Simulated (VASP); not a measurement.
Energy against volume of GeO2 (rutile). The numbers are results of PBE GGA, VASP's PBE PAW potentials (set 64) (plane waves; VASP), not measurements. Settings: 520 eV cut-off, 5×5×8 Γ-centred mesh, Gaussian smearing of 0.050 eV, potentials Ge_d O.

Shape and ions are relaxed at each volume.

| V (Å³/atom) | E (eV/atom) |
|---|---|
| 9.466 | -6.40695 |
| 9.759 | -6.41299 |
| 10.052 | -6.40842 |
| 10.344 | -6.39553 |

**Question.** Fit these four points and predict the energy of the run at 9.173 Å³/atom.

**Answer.** A cubic in V^(−2/3), the third-order Birch-Murnaghan form, passes through the four points with V0 = 9.77 Å³/atom and B0 = 191 GPa, and gives -6.3876 eV/atom there. The run gave -6.3877 eV/atom, -0.2 meV/atom from the fit; all five points give B0 = 190 GPa.

The compound is GeO2 in the rutile structure. It was relaxed first, which changed the volume by +6 %.
